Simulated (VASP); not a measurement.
TaN:

```xyz
4
Lattice="2.9218 0.0000 0.0000 -1.4609 2.5303 0.0000 0.0000 0.0000 5.9165" Properties=species:S:1:pos:R:3 pbc="T T T"
Ta    0.0000    0.0000    2.9583
Ta    0.0000    0.0000    0.0000
N     0.0000    1.6869    1.4791
N     1.4609    0.8434    4.4374
```

The cell comes from a database or a generator and needn't be the stable form of this composition.

| Item | Value |
| --- | --- |
| Program | VASP 6.6.1 |
| Task | relaxation of cell and atoms |
| Functional | revPBE |
| Dispersion | D3(BJ) |
| Potentials or basis | VASP PAW PBE potentials, release 64 (Ta_pv, N) |
| Cutoff | 600 eV |
| k mesh | 10 × 10 × 5 |
| Occupations | fermi-dirac, width 0.05 eV |
| Spin | no spin polarisation |

At the start: pressure -10.1 GPa; volume 10.94 Å³/atom.

Problem. Where does the relaxation end?

Solution. Over 10 steps the energy falls by 11.1 meV/atom and the volume is 10.60 Å³/atom (-3.1 %); space group P6_3/mmc (No. 194, to 0.05 Å).

The path:
| step | energy change (eV) | largest force (eV/Å) | pressure (GPa) | volume (Å³) |
| --- | --- | --- | --- | --- |
| 1 | 0.0000 | 0.0000 | -10.10 | 43.74 |
| 2 | 0.1958 | 0.0000 | 28.57 | 39.52 |
| 3 | -0.0438 | 0.0000 | -0.20 | 42.43 |
| 4 | -0.0438 | 0.0000 | 0.00 | 42.40 |
| 5 | -0.0438 | 0.0000 | 0.21 | 42.37 |
| 6 | -0.0440 | 0.0000 | 0.15 | 42.36 |
| 7 | -0.0443 | 0.0000 | 0.18 | 42.37 |
| 8 | -0.0443 | 0.0000 | 0.19 | 42.37 |
| 9 | -0.0443 | 0.0000 | -0.31 | 42.43 |
| 10 | -0.0443 | 0.0000 | 0.01 | 42.39 |

Final structure:
```cif
data_structure
_symmetry_space_group_name_H-M 'P 1'
_symmetry_Int_Tables_number 1
_cell_length_a 2.8872
_cell_length_b 2.8872
_cell_length_c 5.8720
_cell_angle_alpha 90.000
_cell_angle_beta 90.000
_cell_angle_gamma 120.000
_cell_volume 42.39
loop_
_atom_site_label
_atom_site_type_symbol
_atom_site_fract_x
_atom_site_fract_y
_atom_site_fract_z
_atom_site_occupancy
Ta1 Ta 0.00000 0.00000 0.50000 1
Ta2 Ta 0.00000 0.00000 0.00000 1
N1 N 0.33333 0.66667 0.25000 1
N2 N 0.66667 0.33333 0.75000 1
```

Caveat: the PAW data sets were made with another functional, which shifts forces and pressure a little; pairwise dispersion overbinds metals, which lowers pressure and volume.
